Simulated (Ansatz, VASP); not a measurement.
# One calculation of Ga, two programs

The input INCAR:

```
SYSTEM = Ga
PREC = Accurate ; ENCUT = 520
EDIFF = 1E-6 ; ISMEAR = -1
SIGMA = 0.05 ; LREAL = .FALSE.
LASPH = .TRUE. ; NELM = 80
ALGO = Normal ; ISIF = 2
LWAVE = .FALSE. ; LCHARG = .FALSE.
GGA = PE ; NBANDS = 12
```

Contents of KPOINTS:

```
Automatic mesh
0
G
  21 21 21
  0 0 0
```

POSCAR

```
Ga
1.0
   -1.2640490346      1.2640490346      1.2640490346
    1.2640490346     -1.2640490346      1.2640490346
    1.2640490346      1.2640490346     -1.2640490346
Ga
1
Direct
    0.0000000000      0.0000000000      0.0000000000
```

Input for Ansatz:

```yaml
crystal:
  lattice:
    - [-1.2640490346, 1.2640490346, 1.2640490346]
    - [1.2640490346, -1.2640490346, 1.2640490346]
    - [1.2640490346, 1.2640490346, -1.2640490346]
  atoms:
    - { symbol: Ga, position: [0.0, 0.0, 0.0] }
kpoints:
  mp_grid: { grid: [21, 21, 21] }
scf:
  occupations: { method: fermi_dirac, width: 0.05 }
hamiltonian:
  xc: pbe
  pseudopotentials: { kind: paw }
output:
  forces: true
  stress: true
  eigenvalues: true
```

Change from the starting cell: volume scaled by 0.421, to set the pressure.

Alike in both runs: task single point; functional PBE; k mesh 21 × 21 × 21; occupations fermi-dirac, width 0.05 eV; no spin polarisation.

|  | VASP | Ansatz |
| --- | --- | --- |
| version | VASP 6.6.1 | Ansatz 0.2.0 |
| potentials or method | VASP PAW PBE potentials, release 64 (Ga_d) | PAW with Ansatz's default frozen-core files, scalar-relativistic |
| plane-wave cutoff (eV) | 520 | 420 |
| valence electrons in the cell | 13 | 13 |

```csv
,VASP,Ansatz,Ansatz less VASP
pressure (GPa),335.2,331.5,-3.71
```

With one functional, cell and mesh, what is left measures potentials, basis and numerics.

Caveats: the cell as given lies far from equilibrium; so large a pressure means that the cell lies far from this level's equilibrium, or that cutoff or potentials fall short (VASP).
